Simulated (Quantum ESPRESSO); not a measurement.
**I under changes of volume**

One of the cells (40.553 Å³/atom); the others are scaled copies at fixed shape and fractional positions:

```
I
1.0
     0.00000    2.36560    3.90984
     2.19225    0.00000    3.90984
     2.19225    2.36560    0.00000
I
1
Direct
  0.00000 0.00000 0.00000
```

| Property | Result |
| --- | --- |
| Program | Quantum ESPRESSO 7.5 |
| Functional | PBEsol |
| Potentials or basis | GBRV 1.5 PBEsol |
| Cutoff | 612 eV |
| Density cutoff | 4898 eV |
| k mesh | 9 × 9 × 9 |
| Occupations | fermi-dirac, width 0.05 eV |
| Spin | no spin polarisation |

| volume (Å³/atom) | energy over the lowest point (meV/atom) | pressure (GPa) |
| --- | --- | --- |
| 38.120 | 0.00 | 0.2 |
| 38.931 | 0.57 | -0.4 |
| 39.742 | ? | ? |
| 40.553 | 10.32 | -1.4 |
| 41.364 | 18.79 | -1.8 |
| 42.175 | 29.25 | -2.2 |
| 42.986 | 41.44 | -2.5 |

Task: What does the run at 39.742 Å³/atom give?

Result: Energy over the lowest point 4.14 meV/atom; pressure -0.9 GPa.

Worked out: A Birch-Murnaghan fit of order 3 (a polynomial in V^(-2/3)) to the other rows has its minimum at 38.38 Å³/atom with B0 = V·E''(V) = 31 GPa and B' = 5.4 at fixed shape and positions, which overstates the stiffness. It gives 4.14 meV/atom at 39.742 Å³/atom, against the run's 4.14, and -dE/dV = -1.0 GPa, against -0.9.

Energies are extrapolated to zero smearing.

Caveats: an odd number of electrons without spin polarisation forces a metal; a magnetic or distorted state may lie lower.
